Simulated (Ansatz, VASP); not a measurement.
# Ti: VASP beside Ansatz

```
Ti
1.0
     2.28267    0.00000    0.00000
     0.00000    2.28267    0.00000
     0.00000    0.00000    2.28267
Ti
1
Direct
  0.00000 0.00000 0.00000
```

Change from the starting cell: volume scaled by 0.68, LAPW.

Alike in both runs: task single point; functional PBEsol; k mesh 14 × 14 × 14; occupations fermi-dirac, width 0.08 eV; no spin polarisation.

|  | VASP | Ansatz |
| --- | --- | --- |
| version | VASP 6.6.1 | Ansatz 0.2.0 |
| potentials or method | VASP PAW PBE potentials, release 64 (Ti_sv), cutoff 520 eV | all-electron LAPW, scalar-relativistic |

Ansatz gave:

| Item | Value |
| --- | --- |
| pressure (GPa) | 62.9 |

Q: What did VASP give for the same quantities?

A: Pressure (GPa): 63.6.

Ansatz ran all-electron here, so the differences hold the error of VASP's frozen core and of both bases.

Caveats: the cell as given lies far from equilibrium; so large a pressure means that the cell lies far from this level's equilibrium, or that cutoff or potentials fall short (VASP); the potentials were made for another functional, which shifts forces and pressure (VASP).
